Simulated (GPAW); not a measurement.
Runs of GPAW 26.7.0 on I. It takes space group Cmce (No. 64, orthorhombic). The conventional cell has a = 7.270 Å, b = 4.790 Å, c = 9.793 Å, α = 90.00°, β = 90.00°, γ = 90.00°. I (site symmetry m) has 1 I at 2.68 Å as nearest neighbours. 

```csv
level,potentials or basis,gap on the mesh (eV)
PBEsol,"PAW data sets generated in the run's folder for this functional, pw",1.25
LDA,"the program's PAW data sets (release 1.2.1) made for this functional, pw",1.20
RPBE,"the program's PAW data sets (release 1.2.1) made for this functional, pw",1.35
AM05,"PAW data sets generated in the run's folder for this functional, pw",(a)
```

Alike in all rows: task optical spectrum; no spin polarisation; cell as given; k mesh 6 × 6 × 3; cutoff (eV) 450; smearing fermi-dirac 0.001 eV.

Question: Estimate the missing entries.

Answer: (a) 1.27.

Caveats: with so narrow a direct gap the onset needs a denser k mesh; the long-wavelength limit can be off by a per cent or two; spectra need much finer meshes, so this one isn't converged; independent-particle spectra lack excitons; spin-orbit coupling is left out, which moves the levels of the heavy elements; an odd mesh through Γ misses points on the zone boundary, where band edges often lie.

A k mesh can miss the band edges, and the runs leave out spin-orbit coupling on I.

Runs at the PBE level aren't shown here.
